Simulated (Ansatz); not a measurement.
Band gaps on a Γ-centred 6×6×6 mesh, computed with PBE in Ansatz (all-electron LAPW, point nucleus), no spin polarisation, no spin–orbit coupling.

(1) Which crystal has a gap of 0.83 eV, direct?
A. SrO (rock salt, a = 5.200 Å)
B. NaI (rock salt, a = 6.530 Å)
C. ZnS (zinc blende, a = 5.450 Å)
D. BN (zinc blende, a = 3.630 Å)
E. AlN (zinc blende, a = 4.400 Å)
F. TePb (rock salt, a = 6.570 Å)

Results:

(1) F. TePb 0.83 eV, direct; ZnS 2.00 eV, direct; NaI 3.58 eV, direct; AlN 3.30 eV, indirect; SrO 3.33 eV, indirect; BN 4.45 eV, indirect.

Model structures, not the usual forms at ambient conditions (metastable or hypothetical): AlN (zinc blende type). A gap read on the mesh is an upper bound of this method's gap, since the mesh can miss a band edge. Spin–orbit coupling is left out; with heavy elements it can shift the gap and split levels by tenths of an eV. Semilocal functionals give gaps that mostly lie well below measured ones.
